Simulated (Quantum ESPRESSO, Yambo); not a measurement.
# AlN (F-43m): G0W0 on several meshes in Yambo, part 2 of 2

How does the mesh move the gap of AlN (F-43m)?

Quantum ESPRESSO 7.5 and Yambo 5.3.0; PBE and many-body steps on it, plane waves. Known limits of the many-body steps: not at the basis limit; coarse k mesh.

So far. Step 4 (2×2×2): The gap on the mesh goes from 3.32 eV to 4.04 eV, a correction of +0.72 eV. Step 5 (Empty states on the mesh, 6×6×6 mesh, 66 bands): On this mesh the gap is 3.325 eV.

**7. 6×6×6**

This step: G0W0 on PBE, plane waves, norm-conserving pseudopotentials.

Input file gw14.in:

```
HF_and_locXC
gw0
dyson
ppa
em1d
rim_cut
RandQpts= 1000000
RandGvec= 1 RL
EXXRLvcs= 72 Ry
VXCRLvcs= 288 Ry
Chimod= "HARTREE"
% BndsRnXp
 1 | 66 |
%
NGsBlkXp= 15.5 Ry
% LongDrXp
 1 | 1 | 1 |
%
% GbndRnge
 1 | 66 |
%
DysSolver= "n"
ExtendOut
PPAPntXp= 27.21138 eV
% QPkrange
 1 | 1 | 3 | 6 |
 13 | 13 | 3 | 6 |
%
```

Launch:

```
OMP_NUM_THREADS=1 mpirun -n 4 yambo -F gw14.in -J gw14 -C gw14 > gw14.log
```

The program printed:

```text
 Yambo, version 5.3.0

 [02] CORE Variables Setup
 =========================

  [... cell, symmetries and grids as in the set-up ...]

  [02.05] Energies & Occupations
  ==============================

  [X] === General ===
  [X] Electronic Temperature                        :  0.000000  0.000000 [eV K]
  [X] Bosonic    Temperature                        :  0.000000  0.000000 [eV K]
  [X] Finite Temperature mode                       : no
  [X] El. density                                   :  0.38398E+24 [cm-3]
  [X] Fermi Level                                   :  6.956595 [eV]

  [X] === Gaps and Widths ===
  [X] Conduction Band Min                           :  3.324803 [eV]
  [X] Valence Band Max                              :  0.000000 [eV]
  [X] Filled Bands                                  :   4
  [X] Empty Bands                                   :    5   66
  [X] Direct Gap                                    :  4.192069 [eV]
  [X] Direct Gap localized at k                     :  1
  [X] Indirect Gap                                  :  3.324803 [eV]
  [X] Indirect Gap between kpts                     :   1  13
  [X] Last valence band width                       :  2.503488 [eV]
  [X] 1st conduction band width                     :  4.659042 [eV]

 [03] Transferred momenta grid and indexing
 ==========================================

 IBZ Q-points                                      :  16
 BZ  Q-points                                      :  216

 K/Q-points units:
 rlu = crystal or reduced units; cc = cartesian coordinates; iku = interal k-units

 Q [ 1]         [rlu]:  0.000000  0.000000  0.000000
 Q [ 2]         [rlu]:  0.37242E-17  0.37242E-17  0.16667
 Q [ 3]         [rlu]:  0.74483E-17  0.74483E-17  0.33333
[...]
NLCC RL compoments                               :  11575
  PP Number of Atomic Species                      :  2
  NLCC RL compoments                               :  11575

 [xc] E_xc :  -3.456486 [Ha]
      E_xc :  -6.912972 [Ry]

  Local XC kind (lXC) : Perdew, Burke & Ernzerhof(X)+Perdew, Burke & Ernzerhof(C)
  Non-Local XC kind (nlXC) : Hartree-Fock

  Corrections @ K [1] :  [eV]
 <3|nlXC|3> = -20.91661  0.72003E-18 <3|lXC|3> = -16.95945 -0.37763E-15
 <4|nlXC|4> = -20.91662 -0.61454E-17 <4|lXC|4> = -16.95945  0.37763E-15
 <5|nlXC|5> = -8.110838  0.86621E-18 <5|lXC|5> = -12.53148  0.32533E-20
[...]
Corrections @ K [13] :  [eV]
[...]
<5|nlXC|5> = -5.063833  0.18238E-17 <5|lXC|5> = -9.205537 -0.95146E-16
 <6|nlXC|6> = -4.411388 -0.25207E-18 <6|lXC|6> = -9.460543  0.94409E-16

 [08] Dyson equation: Newton solver
 ==================================

  [08.01] G0W0 (W PPA)
  ====================

  [  GW  ] Bands range     :    1   66
  [GW/PPA] G damping       :  0.100000 [eV]

  QP @ state[ 1 ] K range:  1  1
  QP @ state[ 1 ] b range:   3   6
  QP @ state[ 2 ] K range:  13  13
  QP @ state[ 2 ] b range:   3   6

   Sc/G bands                                       :    1   66
   Sc/G damping                                     :  0.100000 ev
   Sc bands terminator                              : no
   Sx RL components                                 :  1471

   QP @ state[ 1 ] K range                          :  1  1
   QP @ state[ 1 ] b range                          :   3   6
   QP @ state[ 2 ] K range                          :  13  13
   QP @ state[ 2 ] b range                          :   3   6
   GF energies kind                                 : Perdew, Burke & Ernzerhof(X)+Perdew, Burke & Ernzerhof(C)
   GF WF`s kind                                     : Perdew, Burke & Ernzerhof(X)+Perdew, Burke & Ernzerhof(C)
   Xs energies kind                                 : Perdew, Burke & Ernzerhof(X)+Perdew, Burke & Ernzerhof(C)
   Xs WF`s kind                                     : Perdew, Burke & Ernzerhof(X)+Perdew, Burke & Ernzerhof(C)

 [11] Game Over & Game summary
```

It took 77 s on 4 MPI ranks of Arm Neoverse V1, shared host; peak memory 1.2 GiB.

This step gave:

```yaml
g0w0_gap_on_the_points_computed: 4.455 eV
starting_gap_on_the_mesh: 3.325 eV
k_of_the_valence_top: 0, 0, 0
k_of_the_conduction_bottom: 0, -0.5, -0.5
least_direct_g0w0_gap_on_the_computed_points: 5.550 eV
z_at_the_valence_top: 0.7907
z_at_the_conduction_bottom: 0.8392
```

Against G0W0 in Yambo (2×2×2 mesh, 66 bands, screening to 210.9 eV, Godby-Needs plasmon pole), the gap moves by +0.411 eV.

**8. Empty states on the mesh, 8×8×8 mesh, 66 bands**

This step: Quantum ESPRESSO 7.5; DFT, PBE, plane waves, norm-conserving pseudopotentials.

Input file pw.in:

```
&control
  calculation = 'nscf'
  prefix = 'x'
  outdir = 'o'
  pseudo_dir = 'pseudo'
/
&system
  ibrav = 0
  nat = 2
  ntyp = 2
  ecutwfc = 72.0
  nbnd = 66
  force_symmorphic = .true.
/
&electrons
  conv_thr = 1e-9
  electron_maxstep = 80
  diago_full_acc = .true.
  diago_thr_init = 5e-6
/
ATOMIC_SPECIES
  Al 26.982 Al.upf
  N 14.007 N.upf
CELL_PARAMETERS angstrom
  -0.0000000000 2.1839935596 2.1839935596
  2.1839935596 -0.0000000000 2.1839935596
  2.1839935596 2.1839935596 -0.0000000000
ATOMIC_POSITIONS crystal
  Al 0.0000000000 0.0000000000 0.0000000000
  N 0.7500000000 0.7500000000 0.7500000000
K_POINTS automatic
  8 8 8 0 0 0
```

Launch:

```
OMP_NUM_THREADS=1 mpirun -n 4 pw.x -nk 4 -in pw.in > pw.out
```

The program printed:

```text
[banner, memory and clock lines left out]
Program PWSCF v.7.5 starts

     Atomic positions and unit cell read from directory:
     o/x.save/

     Message from routine setup:
     using ibrav=0 with symmetry is DISCOURAGED, use correct ibrav instead

     G-vector sticks info

     bravais-lattice index     =            0
     lattice parameter (alat)  =       5.8367  a.u.
     unit-cell volume          =     140.5985 (a.u.)^3
     number of atoms/cell      =            2
     number of atomic types    =            2
     number of electrons       =         8.00
[...]
121.5819 121.5819

          k = 0.0884 0.0884-0.0884 (  1438 PWs)   bands (ev):

[...]
117.9556 121.3755

          k = 0.1768 0.1768-0.1768 (  1447 PWs)   bands (ev):

[...]
91.8324  91.8324  92.3060  95.1477  97.2252  97.6766  97.6766 100.8198
   100.8198 103.6332 103.6332 104.5949 106.8014 110.7304 110.7304 114.3368
   114.3368 114.4647

          k = 0.2652 0.2652-0.2652 (  1441 PWs)   bands (ev):

     [... further k-points ...]

     highest occupied, lowest unoccupied level (ev):     6.9566   10.2814

     XML data file, pseudopotentials, collected wavefunctions
```

Run time: 4.6 s. Hardware: 4 MPI ranks; peak memory 0.2 GiB.

This step gave:

* gap: 3.325 eV
* k of the valence top: 0, 0, 0
* k of the conduction bottom: 0, -0.5, -0.5
* least direct gap: 4.192 eV
* k points computed: 29
* lowest point of the top converged band, above the valence top: 106.1802 eV

On this mesh the gap is 3.325 eV.

**9. Conversion and set-up**

This step: Yambo 5.3.0; conversion and set-up on PBE, plane waves, norm-conserving pseudopotentials.

Launch:

```
(cd o/x.save; p2y > p2y.log; mv SAVE ../..); yambo > setup.log
```

The program printed:

```text
 Yambo, version 5.3.0

 [02] CORE Variables Setup
 =========================

  [02.01] Unit cells
  ==================

  Cell kind             :  FCC
  Atoms in the cell     :  Al  N
  number of Al atoms    :  1
  number of N  atoms    :  1

  List of atomic masses
  Mass of Al    :  26.98200
  Mass of N     :  14.00700

  List of atomic coordinates    : [cc]
  Al1       :  0.000000  0.000000  0.000000  order 1
  N1       :  6.190725  6.190725  6.190725  order 2

  Alat factors          :  4.127150  4.127150  4.127150 [a.u.]
  Direct lattice volume :  140.5985 [a.u.]
[...]
Q [ 1]         [rlu]:  0.000000  0.000000  0.000000
 Q [ 2]         [rlu]: -0.26489E-17 -0.26489E-17  0.12500
 Q [ 3]         [rlu]: -0.52978E-17 -0.52978E-17  0.25000
[...]
Q [ 8]         [rlu]: -0.23529E-16  0.12500      0.37500
 Q [ 9]         [rlu]: -0.52269E-17  0.12500      0.50000
 Q [10]         [rlu]:  0.10596E-16  0.12500     -0.37500
     [... 17 further rows ...]
 Q [28]         [rlu]:  0.125000 -0.500000 -0.375000
 Q [29]         [rlu]:  0.250000 -0.500000 -0.250000

  [03.01] X indexes
  =================

   [03.01.01] Sigma indexes
   ========================

 [06] Game Over & Game summary
```

Elapsed: 2.4 s, on 1 MPI rank; peak memory 0.24 GiB.

**10. 8×8×8**

This step: G0W0 on PBE, plane waves, norm-conserving pseudopotentials.

gw15.in, as its differences from gw14.in of step 7:

```diff
@@ -26,3 +26,3 @@
  1 | 1 | 3 | 6 |
- 13 | 13 | 3 | 6 |
+ 21 | 21 | 3 | 6 |
 %
```

Launch:

```
OMP_NUM_THREADS=1 mpirun -n 4 yambo -F gw15.in -J gw15 -C gw15 > gw15.log
```

The program printed:

```text
 Yambo, version 5.3.0

 [02] CORE Variables Setup
 =========================

  [... cell, symmetries and grids as in the set-up ...]

  [02.05] Energies & Occupations
  ==============================

  [X] === General ===
  [X] Electronic Temperature                        :  0.000000  0.000000 [eV K]
  [X] Bosonic    Temperature                        :  0.000000  0.000000 [eV K]
  [X] Finite Temperature mode                       : no
  [X] El. density                                   :  0.38398E+24 [cm-3]
[...]
QP @ state[ 1 ] b range                          :   3   6
   QP @ state[ 2 ] K range                          :  21  21
   QP @ state[ 2 ] b range                          :   3   6
   GF energies kind                                 : Perdew, Burke & Ernzerhof(X)+Perdew, Burke & Ernzerhof(C)
   GF WF`s kind                                     : Perdew, Burke & Ernzerhof(X)+Perdew, Burke & Ernzerhof(C)
   Xs energies kind                                 : Perdew, Burke & Ernzerhof(X)+Perdew, Burke & Ernzerhof(C)
   Xs WF`s kind                                     : Perdew, Burke & Ernzerhof(X)+Perdew, Burke & Ernzerhof(C)

 [11] Game Over & Game summary
```

It took 4.3 min on 4 MPI ranks; peak memory 1.4 GiB; 17 min of CPU time.

Numbers from this step:

```yaml
g0w0_gap_on_the_points_computed: 4.455 eV
starting_gap_on_the_mesh: 3.325 eV
k_of_the_valence_top: 0, 0, 0
k_of_the_conduction_bottom: 0, -0.5, -0.5
least_direct_g0w0_gap_on_the_computed_points: 5.546 eV
```

Against G0W0 in Yambo (2×2×2 mesh, 66 bands, screening to 210.9 eV, Godby-Needs plasmon pole), the gap moves by +0.412 eV.

**11. Side by side**

Times are wall times on 4 MPI ranks of Arm Neoverse V1, shared host, good to a factor of about two.

```
  run   mesh  bands  screening cutoff (eV)  DFT gap (eV)  gap on the mesh (eV)  direct (eV)     time
2×2×2  2×2×2     66                  210.9         3.325                 4.044        5.286    4.1 s
6×6×6  6×6×6     66                  210.9         3.325                 4.455        5.550     77 s
8×8×8  8×8×8     66                  210.9         3.325                 4.455        5.546  4.3 min
```

**12. What came out**

| Property | Result |
| --- | --- |
| 2×2×2 | 4.044 eV |
| 6×6×6 | 4.455 eV |
| 8×8×8 | 4.455 eV |
| known limits | not at the basis limit; coarse k mesh |

**Reading.** 6×6×6: +0.411 eV against 2×2×2. 8×8×8: +0.412 eV against 2×2×2. Bands and cutoff are finite, so the gap is not at the basis limit. The miss can reach some tenths of an eV and take either sign; the mesh is an error of its own. In the G0W0 runs levels were corrected at 2 k points alone, so a gap called «on the mesh» is the least over those, and an edge elsewhere would be missed. The 2×2×2 mesh is coarse for this cell, which bears on the long-range parts of exchange and screening.

[Paths, hosts, dates, memory and timing lines, banners, echoed tables and standing remarks are left out of the program output.]

[Logs are printed without paths, hosts, clocks, repeated set-up lines and the standing remarks that a program may print on its own settings, such as how far it seeks lower states.]

[Runs of the session that timed out or met a known fault of the program may be left out.]

[Hosts, paths, dates, database ids (printed as entryN), source tags and the programs' standing remarks are cut or masked in the printed files.]
